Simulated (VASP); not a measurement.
# GaAs (F-43m) in VASP: further runs

Runs on GaAs. Level: PBEsol. Tasks: dielectric tensor.

All numbers are computed with VASP 6.6.1; they aren't measurements. Logs are shortened: lines on timing, memory, paths and dates and some standing lists are left out, and cuts for length are marked.

## Step 1: Starting point

The structure is cubic, space group F-43m (No. 216). Conventional cell: a = 5.654 Å, b = 5.654 Å, c = 5.654 Å, α = 90.00°, β = 90.00°, γ = 90.00°. As (site symmetry -43m) is surrounded by 4 Ga at 2.45 Å. Ga (site symmetry -43m) has 4 As at 2.45 Å as nearest neighbours.

## Step 2: Dielectric tensor, PBEsol

INCAR

```
SYSTEM = GaAs
ALGO = Normal
EDIFF = 1E-8
ENCUT = 600
GGA = PS
ISIF = 2
ISMEAR = 0
LASPH = .True.
LCHARG = .False.
LEPSILON = .True.
LREAL = .False.
LWAVE = .False.
NELM = 100
PREC = Accurate
SIGMA = 0.01
```

KPOINTS

```
k-points
0
Gamma
  5 5 5
  0 0 0
```

POSCAR

```
GaAs
1.0
    0.0000000000      2.8268500000      2.8268500000
    2.8268500000      0.0000000000      2.8268500000
    2.8268500000      2.8268500000      0.0000000000
As Ga
1 1
Direct
    0.7500000000      0.7500000000      0.7500000000
    0.0000000000      0.0000000000      0.0000000000
```

Potentials or basis: VASP PAW PBE potentials, release 64 (As, Ga_d).

Run with:

```console
cat potpaw_PBE.64/As/POTCAR potpaw_PBE.64/Ga_d/POTCAR > POTCAR
mpirun -np 1 vasp_std > vasp.out
```

OUTCAR:

```text
SYSTEM = GaAs
   EDIFF = 1E-8
   ENCUT = 600
   GGA = PS
   ISIF = 2
   ISMEAR = 0
   LASPH = .True.
   LEPSILON = .True.
   LREAL = .False.
   NELM = 100
   PREC = Accurate

 Found     10 irreducible k-points:

 Following reciprocal coordinates:
            Coordinates               Weight
  0.000000  0.000000  0.000000      1.000000
  0.200000  0.000000  0.000000      8.000000
  0.400000  0.000000  0.000000      8.000000
  0.200000  0.200000  0.000000      6.000000
  0.400000  0.200000  0.000000     24.000000
 -0.400000  0.200000  0.000000     24.000000
   k-points           NKPTS =     10   k-points in BZ     NKDIM =     10   number of bands    NBANDS=     13
   number of dos      NEDOS =    301   number of ions     NIONS =      2
   total plane-waves  NPLWV =  32768
   dimension x,y,z NGX =    32 NGY =   32 NGZ =   32
   dimension x,y,z NGXF=    64 NGYF=   64 NGZF=   64
   ions per type =               1   1
   NGX,Y,Z   is equivalent  to a cutoff of  13.31, 13.31, 13.31 a.u.
   NGXF,Y,Z  is equivalent  to a cutoff of  26.61, 26.61, 26.61 a.u.
 SYSTEM =  GaAs
   PREC   = accura    normal or accurate (medium, high low for compatibility)
   ISTART =      0    job   : 0-new  1-cont  2-samecut
   ICHARG =      2    charge: 1-file 2-atom 10-const
   ISPIN  =      1    spin polarized calculation?
   LNONCOLLINEAR =      F non collinear calculations
   LSORBIT =      F    spin-orbit coupling
   LASPH  =      T    aspherical Exc in radial PAW
   ENCUT  =  600.0 eV  44.10 Ry    6.64 a.u.   7.98  7.98  7.98*2*pi/ulx,y,z
   NELM   =    100;   NELMIN=  2; NELMDL= -5     # of ELM steps
   EDIFF  = 0.1E-07   stopping-criterion for ELM
   LREAL  =      F    real-space projection
   EDIFFG = 0.1E-06   stopping-criterion for IOM
   NSW    =      0    number of steps for IOM
   IBRION =     -1    ionic relax: 0-MD 1-quasi-New 2-CG
   NFREE  =      0    steps in history (QN), initial steepest desc. (CG)
   ISIF   =      2    stress and relaxation
   ISYM   =      2    0-nonsym 1-usesym 2-fastsym
   POTIM  = 0.5000    time-step for ionic-motion
   TEBEG  =    0.0;   TEEND  =   0.0 temperature during run
   PSTRESS=    0.0 pullay stress
   NELECT =      18.0000    total number of electrons
   NUPDOWN=      -1.0000    fix difference up-down
   EMIN   =  10.00;   EMAX   =-10.00  energy-range for DOS
   EFERMI =   0.00;   METHOD = LEGACY
   ISMEAR =     0;   SIGMA  =   0.01  broadening in eV -4-tet -1-fermi 0-gaus
   EFERMI_NEDOS =   21; number of points for ismear=-14 and -15
   IALGO  =     38    algorithm
   IMIX   =      4    mixing-type and parameters
     AMIX     =   0.40;   BMIX     =  1.00
     AMIX_MAG =   1.60;   BMIX_MAG =  1.00
  volume/ion in A,a.u.               =      22.59       152.44
  Fermi-wavevector in a.u.,A,eV,Ry     =   1.204628  2.276417 19.743799  1.451128
  Thomas-Fermi vector in A             =   2.340347
   LORBIT       =      0    0 simple, 1 ext, 2 COOP (PROOUT), +10 PAW based schemes
   GGA     = PS    functional components
   LHFCALC =     F    Hartree Fock is set to
   AEXX    =    0.0000 exact exchange contribution
   IVDW    =     0    specifies the selected vdW correction
   LEPSILON=     T    determine dielectric tensor
   LRPA    =     F    only Hartree local field effects (RPA)
 non-spin polarized calculation
 Gauss-broadening in eV      SIGMA  =   0.01
  energy-cutoff  :      600.00
  volume of cell :       45.18
 maximum number of plane-waves:      1524
   NGX = 15   NGY = 15   NGZ = 15

--------------------------------------- Ionic step        1  -------------------------------------------

 number of electron      18.0000011 magnetization

 E-fermi :   3.9335     XC(G=0):  -9.7632

 val. band max:        3.8264846061   @ k =   0.0000   0.0000   0.0000
 cond. band min:       4.2755146265   @ k =   0.0000   0.0000   0.0000
 fundamental gap:      0.4490300204
 Fermi energy:         3.9335014737

 k-point     1 :       0.0000    0.0000    0.0000
  band No.  band energies     occupation
      1     -10.9755      2.00000
      2     -10.9755      2.00000
      3     -10.9755      2.00000
      4     -10.8962      2.00000
      5     -10.8962      2.00000
      6      -8.9278      2.00000
      7       3.8265      2.00000
      8       3.8265      2.00000
      9       3.8265      2.00000
     10       4.2755      0.00000
     11       7.5003      0.00000
     12       7.5003      0.00000
     13       7.5003      0.00000

 k-point     2 :       0.2000    0.0000    0.0000
  band No.  band energies     occupation
      1     -11.0064      2.00000
      2     -10.9674      2.00000
      3     -10.9674      2.00000
      4     -10.8963      2.00000
      5     -10.8963      2.00000
      6      -8.4698      2.00000
      7       0.4949      2.00000
      8       3.3185      2.00000
      9       3.3185      2.00000
     10       5.3418      0.00000
     11       8.2002      0.00000
     12       8.2002      0.00000
     13       8.9103      0.00000

 k-point     3 :       0.4000    0.0000    0.0000
  band No.  band energies     occupation
      1     -11.0492      2.00000
      2     -10.9573      2.00000
      3     -10.9573      2.00000
      4     -10.8933      2.00000
      5     -10.8933      2.00000
      6      -7.4152      2.00000
      7      -2.3633      2.00000
      8       2.7539      2.00000
      9       2.7539      2.00000
     10       4.8251      0.00000
     11       8.4347      0.00000
     12       8.4347      0.00000
     13      11.3982      0.00000

 k-point     4 :       0.2000    0.2000    0.0000
  band No.  band energies     occupation
      1     -11.0221      2.00000
      2     -10.9590      2.00000
      3     -10.9590      2.00000
      4     -10.9039      2.00000
      5     -10.8917      2.00000
      6      -8.3165      2.00000
      7       0.5272      2.00000
      8       2.5145      2.00000
      9       2.5145      2.00000
     10       6.0541      0.00000
     11       7.0598      0.00000
     12       9.5725      0.00000
     13       9.5725      0.00000

 k-point     5 :       0.4000    0.2000    0.0000
  band No.  band energies     occupation
      1     -11.0547      2.00000
      2     -10.9501      2.00000
      3     -10.9466      2.00000
      4     -10.9062      2.00000
      5     -10.8891      2.00000
      6      -7.4175      2.00000
      7      -1.6965      2.00000
      8       1.3587      2.00000
      9       1.9833      2.00000
     10       6.1220      0.00000
     11       7.8790      0.00000
     12       9.4719      0.00000
     13      10.2485      0.00000

 k-point     6 :      -0.4000    0.2000    0.0000
  band No.  band energies     occupation
      1     -11.0620      2.00000
      2     -10.9508      2.00000
      3     -10.9461      2.00000
      4     -10.8987      2.00000
      5     -10.8937      2.00000
      6      -6.8821      2.00000
      7      -2.6607      2.00000
      8       0.5832      2.00000
      9       2.2260      2.00000
     10       6.1902      0.00000
     11       8.5890      0.00000
     12       9.6594      0.00000
     13      11.4686      0.00000

 [... further k-points ...]

  FORCE on cell =-STRESS in cart. coord.  units (eV):
  Direction    XX          YY          ZZ          XY          YZ          ZX
  --------------------------------------------------------------------------------------
  -------------------------------------------------------------------------------------
  Total        0.1027348      0.1027348      0.1027348      0.0000000      0.0000000      0.0000000
  in kB        3.6432574      3.6432574      3.6432574      0.0000000      0.0000000      0.0000000
  external PRESSURE =       3.6432574 kB  Pullay stress =       0.0000000 kB

 VOLUME and BASIS-vectors are now :
 -----------------------------------------------------------------------------
  energy-cutoff  :      600.00
  volume of cell :       45.18
      direct lattice vectors                 reciprocal lattice vectors
     0.000000000  2.826850000  2.826850000    -0.176875321  0.176875321  0.176875321
     2.826850000  0.000000000  2.826850000     0.176875321 -0.176875321  0.176875321
     2.826850000  2.826850000  0.000000000     0.176875321  0.176875321 -0.176875321

 POSITION                                       TOTAL-FORCE (eV/Angst)
 -----------------------------------------------------------------------------------
      4.24027      4.24027      4.24027        -0.000000     -0.000000      0.000000
      0.00000      0.00000      0.00000         0.000000      0.000000     -0.000000
 -----------------------------------------------------------------------------------
    total drift:                               -0.000001     -0.000001     -0.000001

  FREE ENERGIE OF THE ION-ELECTRON SYSTEM (eV)
  ---------------------------------------------------
  free  energy   TOTEN  =        -9.0256091798 eV

  energy  without entropy=       -9.0256091798  energy(sigma->0) =       -9.02560918

 HEAD OF MICROSCOPIC STATIC DIELECTRIC TENSOR (INDEPENDENT PARTICLE, excluding Hartree and local field effects)
 ------------------------------------------------------
         112.854170    -0.000000    -0.000000
           0.000000   112.854170    -0.000000
           0.000000     0.000000   112.854170
 ------------------------------------------------------

 Free energy of the ion-electron system (eV)
  ---------------------------------------------------
  ---------------------------------------------------
  free energy    TOTEN  =       -14.21688101 eV

  energy without entropy =      -14.21688101

------------------------ aborting loop because EDIFF is reached ----------------------------------------

--------------------------------------- Ionic step        2  -------------------------------------------

------------------------ aborting loop because EDIFF is reached ----------------------------------------

--------------------------------------- Ionic step        3  -------------------------------------------

 Free energy of the ion-electron system (eV)
  ---------------------------------------------------
  ---------------------------------------------------
  free energy    TOTEN  =       -14.21688180 eV

  energy without entropy =      -14.21688180

------------------------ aborting loop because EDIFF is reached ----------------------------------------

 PIEZOELECTRIC TENSOR FIELD DIRECTION 3  (e Angst)
 -----------------------------------------------------------------------------
    -0.00281  5.45812  0.00000           (  0.00001  0.02588  0.00000)
     5.45812 -0.00281  0.00000           (  0.02588  0.00001  0.00000)
     0.00000  0.00000  0.00395           (  0.00000  0.00000 -0.00001)

 PIEZOELECTRIC TENSOR FIELD DIRECTION 3  (C/m^2)
 -----------------------------------------------------------------------------
    -0.00100  1.93560  0.00000
     1.93560 -0.00100  0.00000
     0.00000  0.00000  0.00140

 MACROSCOPIC STATIC DIELECTRIC TENSOR (including local field effects in DFT)
 ------------------------------------------------------
         110.848585     0.000000    -0.000000
           0.000000   110.848585     0.000000
           0.000000     0.000000   110.848585
 ------------------------------------------------------

 PIEZOELECTRIC TENSOR (including local field effects)  for field in x, y, z        (e  Angst)
          XX          YY          ZZ          XY          YZ          ZX
  --------------------------------------------------------------------------------
  x     0.00000     0.00000     0.00000     0.00000     5.47931    -0.00000
  y    -0.00000     0.00000    -0.00000     0.00000     0.00000     5.47931
  z     0.00000     0.00000     0.00000     5.47931     0.00000    -0.00000

 PIEZOELECTRIC TENSOR (including local field effects)  for field in x, y, z        (C/m^2)
          XX          YY          ZZ          XY          YZ          ZX
  --------------------------------------------------------------------------------
  x     0.00000     0.00000     0.00000     0.00000     1.94311    -0.00000
  y    -0.00000     0.00000    -0.00000     0.00000     0.00000     1.94311
  z     0.00000     0.00000     0.00000     1.94311     0.00000    -0.00000

 BORN EFFECTIVE CHARGES (including local field effects) (in |e|, cummulative output)
 ---------------------------------------------------------------------------------
 ion    1
    1    -3.05549     0.00000     0.00000
    2     0.00000    -3.05549     0.00000
    3     0.00000     0.00000    -3.05549
 ion    2
    1     3.05549     0.00000     0.00000
    2     0.00000     3.05549     0.00000
    3     0.00000     0.00000     3.05549
```

Wall time 2 min (1 thread of Intel Xeon Platinum 8259CL at 2.50GHz (Skylake/Cascade Lake), shared host); peak memory 0.22 GiB.

These settings aren't checked as converged: the numbers below hold their error.

What came out:

```yaml
Band_gap_on_the_k_mesh: 0.45 eV, direct
Electronic_dielectric_tensor_diagonal: 110.85
Born_charges_mean_of_the_diagonal: As -3.06; Ga +3.06 e
```

Caveat: the gap is small at this level, which inflates the dielectric constant; the PAW data sets were made with another functional, which shifts forces and pressure a little.

(Part 1 of 2 ends here.)
